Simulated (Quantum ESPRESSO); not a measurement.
**NbAs under changes of volume**

One of the cells (17.395 Å³/atom); the others are scaled copies at fixed shape and fractional positions:

```
Nb As
1.0
    -1.72585    1.72585    5.84000
     1.72585   -1.72585    5.84000
     1.72585    1.72585   -5.84000
Nb As
2 2
Direct
  0.50000 0.00000 0.50000
  0.75000 0.75000 0.00000
  0.91600 0.41600 0.50000
  0.16600 0.16600 0.00000
```

```yaml
Program: Quantum ESPRESSO 7.5
Functional: LDA
Potentials_or_basis: GBRV 1.5 LDA
Cutoff: 612 eV
Density_cutoff: 4898 eV
k_mesh: 11 × 11 × 11
Occupations: fermi-dirac, width 0.05 eV
Spin: no spin polarisation
```

```csv
volume (Å³/atom),energy over the lowest point (meV/atom),pressure (GPa)
16.351,?,?
16.699,1.34,2.4
17.047,0.00,-1.5
17.395,6.71,-5.0
17.743,20.63,-8.1
18.091,41.01,-10.9
18.438,67.15,-13.4
```

Task: What does the run at 16.351 Å³/atom give?

Result: Energy over the lowest point 11.69 meV/atom; pressure 6.8 GPa.

Worked out: A Birch-Murnaghan fit of order 3 (a polynomial in V^(-2/3)) to the other rows has its minimum at 16.93 Å³/atom with B0 = V·E''(V) = 187 GPa and B' = 4.3 at fixed shape and positions, which overstates the stiffness. It gives 11.62 meV/atom at 16.351 Å³/atom, against the run's 11.69, and -dE/dV = 7.0 GPa, against 6.8.

Energies are extrapolated to zero smearing.
